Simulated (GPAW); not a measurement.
Crystal: Hf.

```
Hf
1.0
     3.19670    0.00000    0.00000
    -1.59835    2.76842    0.00000
     0.00000    0.00000    5.05780
Hf
2
Direct
  0.66667 0.33333 0.75000
  0.33333 0.66667 0.25000
```

| Quantity | Value |
| --- | --- |
| Program | GPAW 26.7.0 |
| Task | relaxation of cell and atoms |
| Functional | PBEsol |
| Potentials or basis | PAW data sets generated in the run's folder for this functional |
| Cutoff | 600 eV |
| Basis | pw |
| k mesh | 8 × 8 × 5 |
| Occupations | fermi-dirac, width 0.05 eV |
| Spin | no spin polarisation |

At the start: pressure -3.3 GPa; volume 22.38 Å³/atom.

**Question.** How do energy, volume and symmetry change on relaxing?

**Answer.** Over 3 steps the energy falls by 6.5 meV/atom and the volume is 21.72 Å³/atom (-3.0 %); space group P6_3/mmc (No. 194, to 0.05 Å).

The path:
| step | energy change (eV) | largest force (eV/Å) | pressure (GPa) | volume (Å³) |
| --- | --- | --- | --- | --- |
| 1 | 0.0000 | 0.0000 | -3.27 | 44.76 |
| 2 | -0.0073 | 0.0000 | -2.22 | 44.32 |
| 3 | -0.0130 | 0.0000 | 0.05 | 43.44 |

Final structure:
```
Hf
1.0
     3.16594    0.00000    0.00000
    -1.58297    2.74179    0.00000
     0.00000    0.00000    5.00416
Hf
2
Direct
  0.66667 0.33333 0.75000
  0.33333 0.66667 0.25000
```

Caveat: later steps reuse the first step's grids.
